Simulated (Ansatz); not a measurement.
Crystal: K.

```
K
1.0
    -2.69756    2.69756    2.69756
     2.69756   -2.69756    2.69756
     2.69756    2.69756   -2.69756
K
1
Direct
  0.00000 0.00000 0.00000
```

- Program: Ansatz 0.2.0
- Task: relaxation of cell and atoms
- Functional: PBE
- Potentials or basis: Ansatz PAW
- Cutoff: 420 eV (not typed: the program's choice for these potentials)
- k mesh: 7 × 7 × 7
- Occupations: fermi-dirac, width 0.05 eV
- Spin: no spin polarisation

At the start: volume 78.52 Å³/atom.

Task: How do energy, volume and symmetry change on relaxing?

Result: It ends after 4 steps and the volume is 73.25 Å³/atom (-6.7 %); space group Im-3m (No. 229, to 0.05 Å).

The path:
| step | energy change (eV) | largest force (eV/Å) | volume (Å³) |
| --- | --- | --- | --- |
| 1 | 0.0000 | 0.0000 | 78.52 |
| 2 | -0.0006 | 0.0000 | 78.03 |
| 3 | -0.0032 | 0.0000 | 73.25 |
| 4 | -0.0032 | 0.0000 | 73.25 |

Final structure:
```
CELL_PARAMETERS angstrom
-2.63582 2.63582 2.63582
2.63582 -2.63582 2.63582
2.63582 2.63582 -2.63582
ATOMIC_POSITIONS crystal
K 0.00000 0.00000 0.00000
```

Caveat: the plane-wave basis is chosen anew once the cell has moved, so the energies of steps on either side of that aren't comparable.
